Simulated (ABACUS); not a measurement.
Crystal: HfC.

```xyz
2
Lattice="-1.3967 2.4972 1.8473 1.3967 -2.4972 1.8473 1.3967 2.4972 -1.8473" Properties=species:S:1:pos:R:3 pbc="T T T"
Hf    0.0000    0.0000    3.6382
C     0.0000    2.4972    0.6630
```

The cell was built by a generator and needn't be a form met in nature.

```yaml
Program: ABACUS 3.10.1
Task: single point
Functional: PBE
Potentials_or_basis: PseudoDojo NC SR 0.4.1 PBE standard
Cutoff: 1116 eV
Density_cutoff: 4463 eV
Basis: plane waves
k_mesh: 12 × 12 × 12
Occupations: fermi-dirac, width 0.05 eV
Spin: no spin polarisation
```

On this cell: pressure 66.6 GPa; largest force 11.413 eV/Å; band gap on the k mesh 0.41 eV, indirect (least direct gap 0.88 eV).

The same run follows on a disturbed copy (atoms moved at random, drawn with an rms of 0.05 Å):

```
Hf C
1.0
    -1.39667    2.49718    1.84734
     1.39667   -2.49718    1.84734
     1.39667    2.49718   -1.84734
Hf C
1 1
Direct
  0.98091 0.97472 0.98201
  0.68298 0.16258 0.49165
```

Task: What changes?

Result: The energy moves by -101.6 meV/atom; pressure 63.3 GPa; largest force 10.799 eV/Å; band gap on the k mesh 0.49 eV, indirect (least direct gap 0.89 eV).

Forces on the atoms (eV/Å):
```
Hf   -0.263  -0.492  10.785
C     0.263   0.492 -10.785
```

Stress tensor (GPa, compression positive):
```
160.20   0.08  -1.88
  0.08 -22.68  -2.72
 -1.88  -2.72  52.51
```

Caveats: spin-orbit coupling is left out, which moves the levels of the heavy elements; a pressure of tens of GPa on the cell as given is suspect, and the run, the potentials or the cell itself is likely at fault (some runs); forces of over 1 eV/Å show positions far from the minimum, so gaps and moduli don't describe the material at rest (some runs); the cell as given lies far from equilibrium (some runs).

A k mesh can miss the band edges.
